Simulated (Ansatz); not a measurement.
Consider InN in the wurtzite structure (space group P6_3mc, No. 186; a = 3.581 Å, c = 5.788 Å).

(Cell as relaxed with PBE.)

Levels (all Ansatz, a first-principles code, PAW, earlier PAW set): PBE (420 eV, no spin-orbit coupling); PBEsol (420 eV, no spin-orbit coupling).

Each level relaxes its own structure.

| base | PBE | PBEsol |
|---|---|---|
| volume per atom | 16.07 Å³ | 15.48 Å³ |
| lattice parameter a | 3.581 Å | 3.537 Å |
| band gap | zero | zero |

Modification: every lattice vector is shortened by 1.99 %, atoms relaxed at fixed cell.

```tsv
quantity	PBE	PBEsol
pressure (mean of the normal stresses, compression positive)	8.5 GPa	[?]
energy relative to the base (free energy F)	+23 meV/atom	[?]
band gap	zero	[?]
```

Given the PBE results, estimate those of PBEsol.


- pressure (mean of the normal stresses, compression positive), PBEsol: 9.4 GPa
- energy relative to the base (free energy F), PBEsol: +25 meV/atom
- band gap, PBEsol: zero

PBE's pressure lies 0.9 GPa below PBEsol's; PBE's energy relative to the base lies 1.7 meV/atom below PBEsol's; the two agree on the band gap. Neither level is exact; PBEsol is the comparison here, not a measurement.

The mesh was chosen for an insulator and is coarse for the gapless case. The cells carry an imposed strain or load. Whether these cells are dynamically stable was not tested. The final runs are not spin-polarised. A zero or small gap of InN can be the functional's error rather than a property of the material.
